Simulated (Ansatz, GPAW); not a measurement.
CdSe: programs and potentials compared

```xyz
2
Lattice="0.0000 3.0703 3.0703 3.0703 0.0000 3.0703 3.0703 3.0703 0.0000" Properties=species:S:1:pos:R:3 pbc="T T T"
Cd    0.0000    0.0000    0.0000
Se    1.5351    1.5351    1.5351
```

The cell is a database's computed one, not the measured one.

Alike in all runs: task single point; functional PBE; k mesh 8 × 8 × 8; occupations gaussian, width 0.016 eV; no spin polarisation; no spin-orbit coupling. Pressure is positive in compression and, in plane waves, holds the error of the finite cutoff, which Ansatz's Pulay term estimates and takes out.

```json
{"program and potentials": "Ansatz, Ansatz PAW", "plane-wave cutoff (eV)": "420", "notes": "18 valence electrons an atom on average; Pulay term of +0.03 GPa included", "band gap (eV)": "0.55", "pressure (GPa)": "1.29"}
{"program and potentials": "GPAW, GPAW PAW data sets (gpaw-data 1.2.1)", "plane-wave cutoff (eV)": "600", "notes": "9 valence electrons an atom on average", "band gap (eV)": "0.54", "pressure (GPa)": "1.07"}
{"program and potentials": "Ansatz, all-electron LAPW, scalar-relativistic", "plane-wave cutoff (eV)": "-", "notes": "-", "band gap (eV)": "0.55", "pressure (GPa)": "1.30"}
```

The band gap spans 0.54 (GPAW, GPAW PAW data sets (gpaw-data 1.2.1)) to 0.55 eV (Ansatz, all-electron LAPW, scalar-relativistic), with all-electron results at 0.55. The pressure spans 1.07 (GPAW, GPAW PAW data sets (gpaw-data 1.2.1)) to 1.30 GPa (Ansatz, all-electron LAPW, scalar-relativistic), with all-electron results at 1.30. Spin-orbit coupling, left out here, moves the band edges of heavy atoms.

The functional is the same throughout but for its coding, so the spread measures potentials, basis and numerics; runs on potential files found faulty are left out.
